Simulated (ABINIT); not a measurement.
# Ag (Fm-3m) in ABINIT: a series of runs, part 2 of 2

ABINIT 10.8.3 (patched build).

### Step 3. Equation of state, revPBE

run.abi reads:

```
ndtset 7
getwfk -1
scalecart1 3*0.9795861087
scalecart2 3*0.9864848297
scalecart3 3*0.9932883884
scalecart4 3*1.0000000000
scalecart5 3*1.0066227096
scalecart6 3*1.0131594038
scalecart7 3*1.0196128224

pp_dirpath "./"
pseudos "Ag.upf"

acell 3*1.0
rprim
     0.0000000000     3.8602380411     3.8602380411
     3.8602380411     0.0000000000     3.8602380411
     3.8602380411     3.8602380411     0.0000000000
ntypat 1
znucl 47
natom 1
typat 1
xred
     0.0000000000     0.0000000000     0.0000000000

ecut 41.0

kptopt 1
ngkpt 11 11 11
nshiftk 1
shiftk 0.0 0.0 0.0

ixc 14

nband 14
occopt 3
tsmear 0.00183747

nstep 100
tolvrs 1.0e-10

iomode 3
prtwf 1
prtden 0
prteig 0
prtebands 0
enunit 2
```

Potentials or basis: PseudoDojo NC SR PBE v0.4.1 standard.

Run with:

```bash
$ abinit run.abi > log 2>&1
```

run.abo:

```text
.Version 10.8.3 of ABINIT
 DATASET    1 : space group Fm -3 m (#225); Bravais cF (face-center cubic)
================================================================================
 Values of the parameters that define the memory need for DATASET  1.
     intxc =       0    ionmov =       0      iscf =       7    lmnmax =       6
     lnmax =       6     mgfft =      32  mpssoang =       3    mqgrid =    3001
     natom =       1  nloc_mem =       1    nspden =       1   nspinor =       1
    nsppol =       1      nsym =      48    n1xccc =    2501    ntypat =       1
    occopt =       3   xclevel =       2
       mpw =        1375          nfft =       32768          nkpt =          56
================================================================================
================================================================================
[... 61 lines left out ...]
 DATASET    7 : space group Fm -3 m (#225); Bravais cF (face-center cubic)
================================================================================
[... 1179 lines left out ...]
            fcart6    -0.0000000000E+00 -0.0000000000E+00 -0.0000000000E+00
            fcart7    -0.0000000000E+00 -0.0000000000E+00 -0.0000000000E+00
            rprim1     0.0000000000E+00  3.7814355613E+00  3.7814355613E+00
                       3.7814355613E+00  0.0000000000E+00  3.7814355613E+00
                       3.7814355613E+00  3.7814355613E+00  0.0000000000E+00
[... 17 lines left out ...]
                       3.9359482042E+00  3.9359482042E+00  0.0000000000E+00
           strten1    -5.4132749543E-04 -5.4132749543E-04 -5.4132749543E-04
                       0.0000000000E+00  0.0000000000E+00  0.0000000000E+00
           strten2    -4.2834366875E-04 -4.2834366875E-04 -4.2834366875E-04
                       0.0000000000E+00  0.0000000000E+00  0.0000000000E+00
           strten3    -3.2920338389E-04 -3.2920338389E-04 -3.2920338389E-04
                       0.0000000000E+00  0.0000000000E+00  0.0000000000E+00
           strten4    -2.4229427850E-04 -2.4229427850E-04 -2.4229427850E-04
                       0.0000000000E+00  0.0000000000E+00  0.0000000000E+00
           strten5    -1.6634594137E-04 -1.6634594137E-04 -1.6634594137E-04
                       0.0000000000E+00  0.0000000000E+00  0.0000000000E+00
           strten6    -9.9904022042E-05 -9.9904022042E-05 -9.9904022042E-05
                       0.0000000000E+00  0.0000000000E+00  0.0000000000E+00
           strten7    -4.1943635516E-05 -4.1943635516E-05 -4.1943635516E-05
                       0.0000000000E+00  0.0000000000E+00  0.0000000000E+00
 Calculation completed.
```

It took 4.3 min on 1 thread of Intel Xeon Platinum 8259CL at 2.50GHz (Skylake/Cascade Lake), shared host; peak memory 0.11 GiB.

What came out:

```yaml
Equilibrium_volume: "18.39 Å³/atom (rough: see the caveat)"
Bulk_modulus: 76 GPa (rough)
```

Energy against volume, from the lowest point:
```csv
volume (Å³/atom),energy (meV/atom)
16.025,99.67
16.366,68.95
16.707,44.87
17.048,26.62
17.389,13.47
17.730,4.80
18.071,0.00
```

Caveat: pressures at fixed basis lie under the slope of the energies; the minimum lies outside the volumes run; the potentials were made for another functional, which shifts forces and pressure.

### Step 4. Equation of state, SCAN

run.abi, as its differences from that of step 3:

```diff
@@ -11,3 +11,3 @@
 pp_dirpath "./"
-pseudos "Ag.upf"
+pseudos "Ag.GGA_PBE-JTH.xml"
 
@@ -25,3 +25,4 @@
 
-ecut 41.0
+ecut 20.0
+pawecutdg 40.0
 
@@ -32,10 +33,12 @@
 
-ixc 14
+ixc -263267
+usekden 1
+pawxcdev 0
 
-nband 14
+nband 10
 occopt 3
-tsmear 0.00183747
+tsmear 0.05 eV
 
 nstep 100
-tolvrs 1.0e-10
+tolvrs 1.0e-7
 
@@ -46,2 +49 @@
 prtebands 0
-enunit 2
```

Potentials or basis: JTH PAW PBE v2.0.

Run with:

```bash
$ abinit run.abi > log 2>&1
```

Run time: 3.2 min. Hardware: 1 thread of Intel Xeon Platinum 8259CL at 2.50GHz (Skylake/Cascade Lake), shared host; peak memory 0.14 GiB.

It converged, with:

| Item | Value |
| --- | --- |
| Equilibrium volume | 16.99 Å³/atom |
| Bulk modulus | 112 GPa |
| Pressure derivative of the bulk modulus | 6.0 (rough: it moves with the points fitted) |

Energy against volume, from the lowest point:
```csv
volume (Å³/atom),energy (meV/atom)
16.025,22.32
16.366,8.73
16.707,2.31
17.048,0.00
17.389,2.94
17.730,10.45
18.071,20.66
```

Caveat: pressures at fixed basis lie under the slope of the energies; the PAW data sets were made with another functional, which shifts forces and pressure a little.

### Step 5. Equation of state, PBE

run.abi reads:

```
# Datasets: one volume each
ndtset 7
getwfk -1
scalecart1 3*0.9795861087
scalecart2 3*0.9864848297
scalecart3 3*0.9932883884
scalecart4 3*1.0000000000
scalecart5 3*1.0066227096
scalecart6 3*1.0131594038
scalecart7 3*1.0196128224

# Pseudopotentials
pp_dirpath "./"
pseudos "Ag.upf"

# Structure
acell 2.8888847545 2.8888847545 2.8888847545 Angstrom
rprim
     0.0000000000     0.7071067812     0.7071067812
     0.7071067812     0.0000000000     0.7071067812
     0.7071067812     0.7071067812     0.0000000000
ntypat 1
znucl 47
natom 1
typat 1
xred
     0.0000000000     0.0000000000     0.0000000000

# Plane-wave basis
ecut 41.0

# k points
kptopt 1
ngkpt 11 11 11
nshiftk 1
shiftk 0.0 0.0 0.0

# Exchange and correlation
ixc 11

# Bands and occupations
nband 14
occopt 3
tsmear 0.05 eV

# SCF cycle
nstep 100
tolvrs 1.0e-10

# Output
iomode 3
prtwf 1
prtden 0
prteig 0
prtebands 0
enunit 1
```

Potentials or basis: PseudoDojo NC SR PBE v0.4.1 standard.

Run with:

```bash
$ abinit run.abi > log 2>&1
```

It took 3.9 min on 1 thread of Intel Xeon Platinum 8259CL at 2.50GHz (Skylake/Cascade Lake), shared host; peak memory 0.11 GiB.

Results (log left out):

```
Equilibrium volume                      : 17.79 Å³/atom
Bulk modulus                            : 90 GPa
Pressure derivative of the bulk modulus : 6.2
```

Energy against volume, from the lowest point:
```
volume (Å³/atom)  energy (meV/atom)
          16.025              63.31
          16.366              39.20
          16.707              21.58
          17.048               9.63
          17.389               2.64
          17.730               0.00
          18.071               1.10
```

Caveat: pressures at fixed basis lie under the slope of the energies.

### Step 6. Summary

```csv
task,level,potentials or basis,cutoff (eV),fine-grid cutoff,V0 of scaled cells (Å³/atom),B0 (GPa)
band structure,SCAN,SG15 NC PBE v1.2,844,-,-,-
equation of state,revPBE,PseudoDojo NC SR PBE v0.4.1 standard,1116,-,-,-
equation of state,SCAN,JTH PAW PBE v2.0,544,1088.46 eV,16.99,112
equation of state,PBE,PseudoDojo NC SR PBE v0.4.1 standard,1116,-,17.79,90
```

Alike in all rows: no spin polarisation; cell as given; k mesh 11 × 11 × 11; smearing fermi-dirac 0.05 eV.

Caveats: pressures at fixed basis lie under the slope of the energies (some runs); the potentials were made for another functional, which shifts forces and pressure (some runs); a meta-GGA on norm-conserving files made for a GGA shifts volumes by about 1 % (some runs); the minimum lies outside the volumes run (some runs); the PAW data sets were made with another functional, which shifts forces and pressure a little (some runs).

Total energies depend on the potentials used, so only differences within one code and one set of settings carry meaning.
